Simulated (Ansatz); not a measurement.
# Wurtzite SiC, size series (300 atoms) under strain

How stiff is wurtzite SiC, size series (300 atoms), and how do its levels respond to strain?

Program: Ansatz 0.2.0. Level of theory: Kohn-Sham DFT, PBE, PAW (set soft_2), plane waves. Results are calculated unless marked as measured.

**1. The structure**

The cell holds 300 atoms: 150 Si and 150 C. Its edges and angles: a = 15.380 Å, b = 15.380 Å, c = 15.144 Å, α = 90.0°, β = 90.0°, γ = 120.0°. It derives from SiC (wurtzite), repeated 5×5×3. Wurtzite SiC (a = 3.076 Å, c = 5.048 Å), 5 x 5 x 3 conventional cells; every coordinate displaced by a Gaussian of 0.08 Å.

What the set-up can't give: Only the Γ point is sampled.

**2. Single point at the start**

A single point comes first, to see the forces before anything moves.

Contents of input.yaml:

```yaml
crystal:
  lattice:
    - [15.38, 0.0, 0.0]
    - [-7.69, 13.31947, 0.0]
    - [0.0, 0.0, 15.144]
  atoms:
    - { symbol: Si, position: [0.0072, 0.00252, 0.00136] }
    - { symbol: C, position: [0.06298, 0.13689, 0.04325] }
    - { symbol: Si, position: [0.06554, 0.13664, 0.16935] }
    - { symbol: C, position: [0.00401, 0.00547, 0.20504] }
    - { symbol: Si, position: [0.00079, 0.00345, 0.32823] }
    - { symbol: C, position: [0.0732, 0.13752, 0.37351] }
    - { symbol: Si, position: [0.07697, 0.14874, 0.50103] }
    - { symbol: C, position: [0.00134, 0.00285, 0.54285] }
    - { symbol: Si, position: [0.01074, 0.00269, 0.67354] }
    - { symbol: C, position: [0.07422, 0.1262, 0.70974] }
    - { symbol: Si, position: [0.06617, 0.12833, 0.83558] }
    - { symbol: C, position: [0.00073, 0.99843, 0.87878] }
    - { symbol: Si, position: [0.00195, 0.20921, 0.00422] }
    - { symbol: C, position: [0.06051, 0.33428, 0.03868] }
    - { symbol: Si, position: [0.05747, 0.32962, 0.17323] }
    - { symbol: C, position: [0.00452, 0.2085, 0.21421] }
    - { symbol: Si, position: [0.9964, 0.20915, 0.33338] }
    - { symbol: C, position: [0.04578, 0.32075, 0.37488] }
    - { symbol: Si, position: [0.06324, 0.33251, 0.51172] }
    - { symbol: C, position: [0.99682, 0.20124, 0.53811] }
    - { symbol: Si, position: [0.00859, 0.21061, 0.66254] }
    - { symbol: C, position: [0.06177, 0.31763, 0.71556] }
    - { symbol: Si, position: [0.05923, 0.33247, 0.82503] }
    - { symbol: C, position: [0.99351, 0.20321, 0.87971] }
    - { symbol: Si, position: [0.00088, 0.4026, 0.99281] }
    - { symbol: C, position: [0.07736, 0.5277, 0.04067] }
    - { symbol: Si, position: [0.0534, 0.5261, 0.17281] }
    - { symbol: C, position: [0.00215, 0.40928, 0.21475] }
    - { symbol: Si, position: [0.98626, 0.39369, 0.3341] }
    - { symbol: C, position: [0.07281, 0.54214, 0.3834] }
    - { symbol: Si, position: [0.07642, 0.54682, 0.50995] }
    - { symbol: C, position: [0.00939, 0.40361, 0.54433] }
    [... 262 atom lines left out ...]
    - { symbol: Si, position: [0.86857, 0.9298, 0.50551] }
    - { symbol: C, position: [0.79143, 0.78691, 0.54473] }
    - { symbol: Si, position: [0.79794, 0.79494, 0.66828] }
    - { symbol: C, position: [0.86577, 0.9343, 0.7147] }
    - { symbol: Si, position: [0.86296, 0.92837, 0.83156] }
    - { symbol: C, position: [0.79432, 0.7976, 0.88167] }
kpoints:
  mp_grid: { grid: [1, 1, 1] }
hamiltonian:
  xc: pbe
scf:
  occupations: { method: fixed }
output:
  forces: true
```

Command:

```bash
> ansatz run input.yaml --threads 4 --pin off --max-ram 8192MiB --backend cpu --events-out ev --progress --plain --runs-dir out
```

Numbers of over 12 decimals in the logs are rounded to 6 here.

Log:

```text
[...]
Pseudopotentials: kind: paw
Pseudopotential: Si, paw, valence charge 4, recommended cutoff 420 eV (normal), Si.paw.azcp
Pseudopotential: C, paw, valence charge 4, recommended cutoff 420 eV (normal), C.paw.azcp
[... 5 lines on functional and potentials left out ...]
Crystal: 300 atoms, lattice volume = 3102.301 Å³
Basis set: ecut = 420 eV, 60603 PW (Γ), exchange–correlation on 216×216×216 points (8 copies of the dense FFT grid, shifted against one another)
Bands: 900, of which v1, the nominal top of the filled ones, is band 600 counted from 1 (599 counted from 0)
Symmetry: 1 space group operations
Space group: P1 (ITA 1), of the structure as read, at distance tolerance 1.5e-4 Å
k-points: 1
[... 5 lines on functional and potentials left out ...]
Initial density: superposition of atomic densities (neutral atoms: chi_scale 0, normalization atom), corrected by the library's trained network
Initial wavefunctions: pseudopotential atomic-orbital guess
[...]
SCF iter   1: F=—  HF=-132991.722379 eV  |F-HF|=—  |Δ(HF+E_count)|=         —  Δρ=2.88e-3  dr2=4.53e-1  ethr=1.77e-3  ⟨swp⟩=5.0  Hψ=3049  notcnv=0  defer=297
preconditioner: auto → Resta (q_TF=auto, 2.329 Å⁻¹)  ε∞=4.8  [insulator: Δε(μ)=1.909 eV  Ē_g=11.796 eV  n_scr=658 (ndim 8)  ℏωp=23.1 eV  f_vac=0.000  ε∞_Penn≈4.8]
SCF iter   2: F=—  HF=-132991.672891 eV  |F-HF|=—  |Δ(HF+E_count)|=   4.95e-2  Δρ=1.52e-3  dr2=7.43e-2  ethr=3.78e-5  ⟨swp⟩=2.0  Hψ=1229  notcnv=0  defer=298
SCF iter   3: F=—  HF=-132991.674447 eV  |F-HF|=—  |Δ(HF+E_count)|=   1.56e-3  Δρ=4.40e-4  dr2=5.87e-3  ethr=6.19e-6  ⟨swp⟩=3.0  Hψ=1052  notcnv=0  defer=190
automatic band count: iteration 3 solves 792 bands in place of 900: the levels show a gap, and the empty bands left out lie too high to hold charge; the band table lists the bands solved (type scf.n_extra_bands for more)
SCF iter   4: F=—  HF=-132991.674821 eV  |F-HF|=—  |Δ(HF+E_count)|=   3.74e-4  Δρ=1.19e-4  dr2=4.03e-4  ethr=4.89e-7  ⟨swp⟩=2.0  Hψ=1171  notcnv=0  defer=190
SCF iter   5: F=—  HF=-132991.674930 eV  |F-HF|=—  |Δ(HF+E_count)|=   1.09e-4  Δρ=3.21e-5  dr2=2.78e-5  ethr=3.36e-8  ⟨swp⟩=2.0  Hψ=1204  notcnv=0  defer=190
SCF iter   6: F=—  HF=-132991.676970 eV  |F-HF|=—  |Δ(HF+E_count)|=   2.04e-3  Δρ=1.11e-5  dr2=4.50e-6  ethr=2.32e-9  ⟨swp⟩=2.0  Hψ=1392  notcnv=0  defer=190
SCF iter   7: F=—  HF=-132991.676971 eV  |F-HF|=—  |Δ(HF+E_count)|=   4.40e-7  Δρ=3.30e-6  dr2=3.39e-7  ethr=3.75e-10  ⟨swp⟩=2.0  Hψ=1151  notcnv=0  defer=190
SCF iter   8: F=-132991.676971 eV  HF=-132991.676971 eV  |F-HF|=8.44e-10  |Δ(HF+E_count)|=   1.52e-7  Δρ=7.76e-7  dr2=2.30e-8  ethr=8.33e-12  ⟨swp⟩=4.0  Hψ=2141  notcnv=0
SCF 1 converged in 8 iterations: F = -132991.676971 eV  dr2 = 2.30e-8
[...]
SCF converged after 8 iterations
Free energy (F): -132991.676971 eV
Harris-Foulkes:  -132991.676971 eV  (|F-HF|=8.44e-10)
Internal energy: -132991.676971 eV  (E = F + TS)
E sigma→0 (E₀):  -132991.676971 eV
Fermi energy:    9.941431 eV
--- Per-component energies (eV) ---
[...]
Σ components = -132991.676971   (vs F -132991.676971, Δ=0.00e0)
--- Forces (eV/Å), atoms counted from 1 ---
  atom   1  Si    -1.14931942    -0.77553913     0.63617736
  atom   2  C      1.77320066     0.36006160     0.06898666
  atom   3  Si    -0.64751851    -0.30330749    -1.11454491
  atom   4  C     -0.46398789    -1.06545285     1.01637759
[...]
atom 300  C      1.58216333     1.68943283    -1.77161851
  max |Σ_I F_I| component: 4.59e-5 eV/Å
```

Elapsed: 69 s, on 4 threads of Arm Neoverse V2, shared host; peak memory 5.2 GiB; 4.5 min of CPU time.

The program notes that it cut back its work space to fit the memory limit.

The r.m.s. force at the start is 2.8 eV/Å.

**3. Cell and atoms relaxed**

The cell is relaxed with the atoms, since the starting lattice needn't suit this functional.

Contents of input.yaml:

```yaml
crystal:
  lattice:
    - [15.38, 0.0, 0.0]
    - [-7.69, 13.31947, 0.0]
    - [0.0, 0.0, 15.144]
  atoms:
    [... the 300 atom lines of step 2 ...]
kpoints:
  mp_grid: { grid: [1, 1, 1] }
hamiltonian:
  xc: pbe
scf:
  occupations: { method: fixed }
output:
  forces: true
relax:
  f_tol: 0.05
  max_steps: 150
  cell: {}
```

Log:

```text
[...]
Crystal: 300 atoms, lattice volume = 3102.301 Å³
Basis set: ecut = 420 eV, 60603 PW (Γ), exchange–correlation on 216×216×216 points (8 copies of the dense FFT grid, shifted against one another)
Bands: 900, of which v1, the nominal top of the filled ones, is band 600 counted from 1 (599 counted from 0)
Symmetry: 1 space group operations
[...]
k-points: 1
[...]
SCF iter   1: F=—  HF=-132991.722377 eV  |F-HF|=—  |Δ(HF+E_count)|=         —  Δρ=2.88e-3  dr2=4.53e-1  ethr=1.77e-3  ⟨swp⟩=5.0  Hψ=3049  notcnv=0  defer=297
[...]
SCF iter   8: F=-132991.676971 eV  HF=-132991.676971 eV  |F-HF|=9.02e-10  |Δ(HF+E_count)|=   1.52e-7  Δρ=7.76e-7  dr2=2.29e-8  ethr=8.33e-12  ⟨swp⟩=4.0  Hψ=2161  notcnv=0
SCF 1 converged in 8 iterations: F = -132991.676971 eV  dr2 = 2.29e-8
[...]
relax step   1: F+E_penalty+E_count = -132991.67697082 eV  Δ(F+E_penalty+E_count) = +0.000e0 eV  max|allowed force component| = 2.255e1 eV/Å  Δτ_max = 0.0000 Å  P = +10.008 GPa  Ω = 3102.301 Å³  (8 SCF iters, dr2 threshold 1.00e-7 eV, accepted)
[...]
relax step   2: F+E_penalty+E_count = -133047.56444331 eV  Δ(F+E_penalty+E_count) = -5.589e1 eV  max|allowed force component| = 1.047e1 eV/Å  Δτ_max = 0.1994 Å  P = +4.024 GPa  Ω = 3126.063 Å³  energy of the carried Pulay correction = -4.063e-2 eV  (7 SCF iters, dr2 threshold 3.00e-5 eV, accepted)
[...]
relax step   3: F+E_penalty+E_count = -133069.90269529 eV  Δ(F+E_penalty+E_count) = -2.234e1 eV  max|allowed force component| = 1.795e-1 eV/Å  Δτ_max = 0.1910 Å  P = +0.092 GPa  Ω = 3149.014 Å³  energy of the carried Pulay correction = -7.958e-2 eV  (6 SCF iters, dr2 threshold 3.00e-5 eV, accepted)
[...]
relax step   4: F+E_penalty+E_count = -133069.91219707 eV  Δ(F+E_penalty+E_count) = -9.502e-3 eV  max|allowed force component| = 9.019e-3 eV/Å  Δτ_max = 0.0098 Å  P = -0.009 GPa  Ω = 3150.457 Å³  energy of the carried Pulay correction = -8.202e-2 eV  (5 SCF iters, dr2 threshold 2.01e-6 eV, accepted)
relax step   5: F+E_penalty+E_count = -133070.00995007 eV  Δ(F+E_penalty+E_count) = -9.775e-2 eV  max|allowed force component| = 8.906e-3 eV/Å  Δτ_max = 0.0000 Å  P = +0.056 GPa  Ω = 3150.457 Å³  stress off target by 6.66e-2 GPa  SCF on the basis re-selected at this cell (its energy is not comparable with the rows above)  (5 SCF iters)
[...]
relax step   6: F+E_penalty+E_count = -133070.00864207 eV  Δ(F+E_penalty+E_count) = +1.308e-3 eV  max|allowed force component| = 4.150e-4 eV/Å  Δτ_max = 0.0004 Å  P = -0.001 GPa  Ω = 3151.287 Å³  energy of the carried Pulay correction = -1.481e-3 eV  (5 SCF iters, dr2 threshold 1.11e-8 eV, accepted)
[...]
relax step   7: F+E_penalty+E_count = -133070.01470508 eV  Δ(F+E_penalty+E_count) = -6.063e-3 eV  max|allowed force component| = 3.610e-4 eV/Å  Δτ_max = 0.0000 Å  P = +0.001 GPa  Ω = 3151.287 Å³  stress off target by 5.69e-3 GPa  SCF on the basis re-selected at this cell (its energy is not comparable with the rows above)  (4 SCF iters)
[...]
SCF converged after 4 iterations
Free energy (F): -133070.014705 eV
[...]
Internal energy: -133070.014705 eV  (E = F + TS)
E sigma→0 (E₀):  -133070.014705 eV
Fermi energy:    9.442934 eV
[...]
Σ components = -133070.014705   (vs F -133070.014705, Δ=0.00e0)
--- Forces (eV/Å), atoms counted from 1 ---
  atom   1  Si    -0.00001207    -0.00004378    -0.00013162
  atom   2  C     -0.00001231    -0.00002491     0.00013653
  atom   3  Si    -0.00004498     0.00001660    -0.00011731
  atom   4  C     -0.00004427    -0.00000193     0.00001916
[...]
atom 300  C     -0.00000032     0.00000865     0.00009094
  max |Σ_I F_I| component: 4.04e-5 eV/Å
--- Stress (GPa, compression-positive) ---
       -0.002012      -0.000031      -0.000002
       -0.000031      -0.002059      -0.000012
       -0.000002      -0.000012       0.005690
  P = ⅓ Tr σ = 0.0005 GPa (0.005 kbar)
--- Relaxed structure (5 steps of the walk, 5 accepted, 2 SCFs on fresh bases) ---
  F+E_penalty+E_count = -133070.01470508 eV   max|allowed force component| = 3.610e-4 eV/Å   (the final SCF, on the basis selected at the relaxed cell)
  cell:  # Å, volume = 3151.2865 Å³
    - [15.463964, -2.9431489084584085e-7, 8.198513635018172e-7]
    - [-7.731982, 13.392184, 4.4510396042176005e-7]
    - [8.07271069497498e-7, 9.721534641440608e-7, 15.216531]
  atoms:
    - { symbol: Si, position: [-0.000555446, -0.00018461, 0.000380192] }
    - { symbol: C, position: [0.066111, 0.133149, 0.041690] }
    - { symbol: Si, position: [0.066111, 0.133148, 0.167047] }
    - { symbol: C, position: [-0.000555589, -0.000185042, 0.208356] }
[...]
- { symbol: C, position: [0.799444, 0.799815, 0.875023] }
```

Run time: 7.3 min. Hardware: 4 threads; peak memory 5.2 GiB; 29 min of CPU time.

The relaxation converged after 5 steps, with a largest force component of 3.6e-4 eV/Å.

**4. Single point at the relaxed geometry**

One more single point at the end of the walk gives the fuller output and checks the residual forces.

Contents of input.yaml:

```yaml
crystal:
  lattice:
    - [15.46396, 0.0, 0.0]
    - [-7.73198, 13.39218, 0.0]
    - [0.0, 0.0, 15.21653]
  atoms:
    - { symbol: Si, position: [0.99944, 0.99982, 0.00038] }
    - { symbol: C, position: [0.06611, 0.13315, 0.04169] }
    - { symbol: Si, position: [0.06611, 0.13315, 0.16705] }
    - { symbol: C, position: [0.99944, 0.99981, 0.20836] }
    - { symbol: Si, position: [0.99944, 0.99981, 0.33371] }
    - { symbol: C, position: [0.06611, 0.13315, 0.37502] }
    [... 288 atom lines left out ...]
    - { symbol: Si, position: [0.86611, 0.93315, 0.50038] }
    - { symbol: C, position: [0.79944, 0.79981, 0.54169] }
    - { symbol: Si, position: [0.79944, 0.79981, 0.66705] }
    - { symbol: C, position: [0.86611, 0.93315, 0.70836] }
    - { symbol: Si, position: [0.86611, 0.93315, 0.83371] }
    - { symbol: C, position: [0.79944, 0.79982, 0.87502] }
kpoints:
  mp_grid: { grid: [1, 1, 1] }
hamiltonian:
  xc: pbe
scf:
  occupations: { method: fixed }
output:
  forces: true
  stress: true
  populations: true
  dos:
    method: { smearing: { sigma: 0.15 } }
    de: 0.1
    projected: { site_lists: { C: [C], Si: [Si] } }
  eigenvalues: true
  write_density: true
  write_potential: true
  volumetric_format: npy
```

Log:

```text
Warning: at least one further symmetry operation maps every atom of the structure, as the run holds it, onto an atom to within 1.05e-5 (fractional), and is not used: to satisfy it, and what else the atoms miss by up to 2.00e-5, twice crystal.symmetry.tolerance (1.0e-5), an atom would have to move by the tolerance or more, and atoms are only ever moved by less. [...]
Warning: 145 further operations each map every atom onto an atom to within the bar at which the run's group was sought, crystal.symmetry.tolerance = 1.0e-5 (fractional) or twice it, and were not used: together with those that the run uses (1 unitary) they do not form a group (the best of them misses by 7.33e-6). [...]
[...]
Crystal: 300 atoms, lattice volume = 3151.285 Å³
Basis set: ecut = 420 eV, 61611 PW (Γ), exchange–correlation on 216×216×216 points (8 copies of the dense FFT grid, shifted against one another)
Bands: 900, of which v1, the nominal top of the filled ones, is band 600 counted from 1 (599 counted from 0)
Symmetry: 1 space group operations
[...]
k-points: 1
[...]
SCF iter   1: F=—  HF=-133070.000160 eV  |F-HF|=—  |Δ(HF+E_count)|=         —  Δρ=1.90e-3  dr2=9.40e-2  ethr=1.77e-3  ⟨swp⟩=5.0  Hψ=3439  notcnv=0  defer=288
[...]
SCF iter   7: F=-133070.014691 eV  HF=-133070.014691 eV  |F-HF|=6.64e-9  |Δ(HF+E_count)|=   2.94e-8  Δρ=7.25e-7  dr2=1.75e-8  ethr=8.33e-12  ⟨swp⟩=18.0  Hψ=7415  notcnv=0
SCF 1 converged in 7 iterations: F = -133070.014691 eV  dr2 = 1.75e-8
[...]
SCF converged after 7 iterations
Free energy (F): -133070.014691 eV
[...]
Internal energy: -133070.014691 eV  (E = F + TS)
E sigma→0 (E₀):  -133070.014691 eV
Fermi energy:    9.443113 eV
[...]
--- Forces (eV/Å), atoms counted from 1 ---
  atom   1  Si     0.00135311    -0.00130696    -0.00053326
  atom   2  C     -0.00107936     0.00040471     0.00048434
  atom   3  Si    -0.00100711    -0.00078236    -0.00067219
  atom   4  C     -0.00020296     0.00197535    -0.00130164
  atom   5  Si    -0.00027433     0.00175569     0.00160397
  atom   6  C      0.00003032    -0.00155450     0.00061624
  atom   7  Si    -0.00006697    -0.00151452    -0.00058960
  atom   8  C      0.00006341     0.00151014     0.00057528
  atom   9  Si     0.00006256     0.00136892    -0.00098166
  atom  10  C     -0.00001340    -0.00141763    -0.00128041
  atom  11  Si    -0.00104475    -0.00083345     0.00186161
  atom  12  C     -0.00029803     0.00206481     0.00090242
  atom  13  Si     0.00120211    -0.00068737    -0.00061700
  atom  14  C     -0.00112020     0.00036674     0.00081860
[...]
atom 299  Si    -0.00132908     0.00037565     0.00155818
  atom 300  C      0.00136106    -0.00088838     0.00080730
  max |Σ_I F_I| component: 8.21e-5 eV/Å
--- Stress (GPa, compression-positive) ---
        0.001194       0.001187      -0.000379
        0.001187      -0.005218       0.000731
       -0.000379       0.000731       0.006048
  P = ⅓ Tr σ = 0.0007 GPa (0.007 kbar)
--- Band table (eV) ---
[...]
--- Löwdin populations: 300 sites ---
  site symbol       q [e]
     0     Si      2.9330
     1      C      4.9887
     2     Si      2.9330
[...]
299      C      4.9888
  spilling = 0.009781 (of n_electrons = 1200.000000)
```

The job ended after 2.5 min (4 threads; peak memory 5.3 GiB).

The program notes that the atoms just miss a symmetry operation. Further notices: symmetry narrowed to a group.

Numbers from this run:

```yaml
free_energy: -133070.0147 eV
free_energy_per_atom: -443.5667 eV/atom
scf_cycles: 7
pressure: 0.0006746 GPa
r_m_s_force_component: 0.00112 eV/Å
longest_force: 0.00324 eV/Å
fermi_energy: 9.443 eV
spacing_of_highest_filled_and_lowest_empty_level: 2.916 eV
spilling_of_the_projection: 0.009781
```

**5. Volume -3 %**

The relaxed cell is scaled evenly and the atoms are relaxed again; the stress at the end gives one point of P(V).

input.yaml, the sections that differ from step 4:

```yaml
crystal:
  lattice:
    - [15.30775, 0.0, 0.0]
    - [-7.65387, 13.2569, 0.0]
    - [0.0, 0.0, 15.06282]
  atoms:
    [... the 300 atom lines of step 4 ...]
output:
  forces: true
  eigenvalues: true
  stress: true
relax:
  f_tol: 0.05
  max_steps: 70
# kpoints, hamiltonian, scf: as in step 4
```

Log:

```text
[...]
Warning: output.stress: scf.convergence.dr2_threshold = 1e-7 eV (the SCF's general default) is looser than the 1.08e-8 eV advised for a printed stress (1e-10 eV for each atom of the cell: 300, of which 108 are counted). What an SCF threshold leaves in a stress goes as its square root, and in the free energy as the threshold itself, and one threshold admits the most on a small cell: [...]
[...]
Crystal: 300 atoms, lattice volume = 3056.748 Å³
Basis set: ecut = 420 eV, 59787 PW (Γ), exchange–correlation on 216×216×216 points (8 copies of the dense FFT grid, shifted against one another)
Bands: 900, of which v1, the nominal top of the filled ones, is band 600 counted from 1 (599 counted from 0)
Symmetry: 1 space group operations
[...]
k-points: 1
[...]
SCF iter   1: F=—  HF=-133068.010768 eV  |F-HF|=—  |Δ(HF+E_count)|=         —  Δρ=1.76e-3  dr2=6.95e-2  ethr=1.77e-3  ⟨swp⟩=5.0  Hψ=3433  notcnv=0  defer=293
[...]
SCF iter   5: F=-133068.028221 eV  HF=-133068.028220 eV  |F-HF|=1.08e-6  |Δ(HF+E_count)|=   7.26e-6  Δρ=9.17e-6  dr2=2.27e-6  ethr=1.75e-9  ⟨swp⟩=2.0  Hψ=1224  notcnv=0  defer=294
SCF iter   6: F=-133068.028221 eV  HF=-133068.028221 eV  |F-HF|=1.06e-8  |Δ(HF+E_count)|=   1.61e-6  Δρ=1.87e-6  dr2=1.21e-7  ethr=1.89e-10  ⟨swp⟩=11.0  Hψ=5425  notcnv=0
SCF 1 converged in 6 iterations: F = -133068.028221 eV  dr2 = 1.21e-7
[...]
relax step   1: F+E_penalty+E_count = -133068.02822130 eV  Δ(F+E_penalty+E_count) = +0.000e0 eV  max|allowed force component| = 5.817e-3 eV/Å  Δτ_max = 0.0000 Å  (6 SCF iters, dr2 threshold 6.25e-5 eV, accepted)
[...]
SCF iter   3: F=-133068.028221 eV  HF=-133068.028221 eV  |F-HF|=1.46e-8  |Δ(HF+E_count)|=   1.36e-8  Δρ=1.31e-6  dr2=2.71e-8  ethr=5.11e-12  ⟨swp⟩=1.0  Hψ=1528  notcnv=0
SCF 2 converged in 3 iterations: F = -133068.028221 eV  dr2 = 2.71e-8
relax step   2: F+E_penalty+E_count = -133068.02822133 eV  Δ(F+E_penalty+E_count) = -2.960e-8 eV  max|allowed force component| = 5.824e-3 eV/Å  Δτ_max = 0.0000 Å  (3 SCF iters, accepted)
SCF converged after 3 iterations
Free energy (F): -133068.028221 eV
[...]
Internal energy: -133068.028221 eV  (E = F + TS)
E sigma→0 (E₀):  -133068.028221 eV
Fermi energy:    9.830685 eV
[...]
Σ components = -133068.028221   (vs F -133068.028221, Δ=0.00e0)
--- Forces (eV/Å), atoms counted from 1 ---
  atom   1  Si     0.00143364    -0.00135851    -0.00472713
  atom   2  C     -0.00118390     0.00047121     0.00469562
  atom   3  Si    -0.00111653    -0.00083889    -0.00483383
  atom   4  C     -0.00022133     0.00211548     0.00271678
[...]
atom 300  C      0.00146132    -0.00094640     0.00502839
  max |Σ_I F_I| component: 1.27e-3 eV/Å
--- Stress (GPa, compression-positive) ---
        6.972498       0.001352      -0.000455
        0.001352       6.964713       0.000876
       -0.000455       0.000876       6.790872
  P = ⅓ Tr σ = 6.9094 GPa (69.094 kbar)
--- Band table (eV) ---
[...]
--- Relaxed structure (2 steps of the walk, 2 accepted, 0 SCFs on fresh bases) ---
  F+E_penalty+E_count = -133068.02822133 eV   max|allowed force component| = 5.824e-3 eV/Å
  atoms:
    - { symbol: Si, position: [0.999440, 0.999820, 0.00038] }
    - { symbol: C, position: [0.06611, 0.13315, 0.041690] }
    - { symbol: Si, position: [0.06611, 0.13315, 0.167050] }
    - { symbol: C, position: [0.999440, 0.99981, 0.208360] }
[...]
- { symbol: C, position: [0.799440, 0.79982, 0.875020] }
```

Run time: 3 min. Hardware: 4 threads; peak memory 5.2 GiB; 12 min of CPU time.

The program notes that the SCF threshold is loose for the stress.

The relaxation converged after 2 steps, 0 eV below its start, with a largest force component of 0.0058 eV/Å.

Volume -3 %: the energy stands 1.99 eV above that of the reference, at a pressure of 6.91 GPa.

(Part 1 of 2 ends here.)

[Logs are printed without paths, hosts, clocks, repeated set-up lines and the standing remarks that a program may print on its own settings, such as how far it seeks lower states.]

[Hosts, paths, dates, database ids (printed as entryN), source tags and the programs' standing remarks are cut or masked in the printed files.]
